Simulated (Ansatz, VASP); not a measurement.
**Two plane-wave programs on B**

```
B
1.0
     1.71854    0.00000    0.00000
    -0.85927    1.48830    0.00000
     0.00000    0.00000   14.05494
B
4
Direct
  0.00000 0.00000 0.00000
  0.00000 0.00000 0.50000
  0.33333 0.66667 0.25000
  0.66667 0.33333 0.75000
```

Alike in both runs: task single point; functional LDA; k mesh 24 × 24 × 3; occupations fermi-dirac, width 0.1 eV; no spin polarisation.

|  | VASP | Ansatz |
| --- | --- | --- |
| version | VASP 6.6.1 | Ansatz 0.2.0 |
| potentials or method | VASP PAW LDA potentials, release 64 (B) | plane waves (420 eV) with PAW, scalar-relativistic |
| plane-wave cutoff (eV) | 520 | 420 |
| valence electrons in the cell | 12 | 12 |

```csv
,VASP,Ansatz,Ansatz less VASP
pressure (GPa),-7.8,-7.8,-0.07
largest component of the traceless stress (GPa),6.85,7.02,+0.173
```

Ansatz warned: «pseudo_functional_mismatch».
